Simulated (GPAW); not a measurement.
A run of GPAW 26.7.0 is set up as follows.

Contents of run.py:

```python
from ase import Atoms
from ase.filters import FrechetCellFilter
from ase.io import write
from ase.optimize import BFGS
from ase.units import GPa
from gpaw import GPAW, PW, setup_paths

setup_paths.insert(0, '.')

atoms = Atoms(['Pb', 'Pb'],
              cell=[[3.48, 0.0, 0.0],
                    [-1.74, 3.0137684052, 0.0],
                    [0.0, 0.0, 5.59]],
              scaled_positions=[[0.6666666667, 0.3333333333, 0.75],
                                [0.3333333333, 0.6666666667, 0.25]],
              pbc=True)

calc = GPAW(mode=PW(600),
            xc='PBEsol',
            kpts={'size': (7, 7, 4), 'gamma': True},
            occupations={'name': 'fermi-dirac', 'width': 0.05},
            nbands=24,
            convergence={'density': 1e-05, 'forces': 0.0001},
            maxiter=150,
            txt='gpaw.txt')
atoms.calc = calc
opt = BFGS(FrechetCellFilter(atoms, scalar_pressure=20 * GPa), trajectory='relax.traj', logfile='-')
done = opt.run(fmax=0.02, steps=60)
calc.write('gs.gpw')
write('result.traj', atoms)
print('Converged:', done)
print('Cell:', atoms.cell.cellpar().round(4))
print('Volume:', round(atoms.get_volume(), 4))
print(atoms.get_scaled_positions().round(5))
```

Potentials or basis: PAW data sets generated in the run's folder for this functional, pw.

Launch:

```console
$ gpaw-setup -f PBEsol Pb
$ OMP_NUM_THREADS=1 python run.py
```

Q: Predict the space group after relaxing (to 0.05 Å).

A: P6_3/mmc (No. 194).

Q: Predict the relaxed cell.

A: a = 3.246 Å, b = 3.246 Å, c = 5.151 Å, α = 90.00°, β = 90.00°, γ = 120.00°.

The path:
| step | energy change (eV) | largest force (eV/Å) | pressure (GPa) | volume (Å³) |
| --- | --- | --- | --- | --- |
| 1 | 0.0000 | 0.0001 | 0.46 | 58.63 |
| 2 | 0.0717 | 0.0001 | 5.26 | 54.30 |
| 3 | 0.8215 | 0.0001 | 24.93 | 45.45 |
| 4 | 0.5744 | 0.0001 | 19.35 | 47.25 |
| 5 | 0.6011 | 0.0000 | 19.97 | 47.03 |
| 6 | 0.6065 | 0.0000 | 20.11 | 46.99 |
| 7 | 0.6072 | 0.0000 | 20.13 | 46.98 |
| 8 | 0.6035 | 0.0000 | 20.04 | 47.01 |

Caveat: later steps reuse the first step's grids; the volume moved by over 15 % at a fixed basis, so the end points are rough. Spin-orbit coupling is left out, which matters for the levels of Pb.
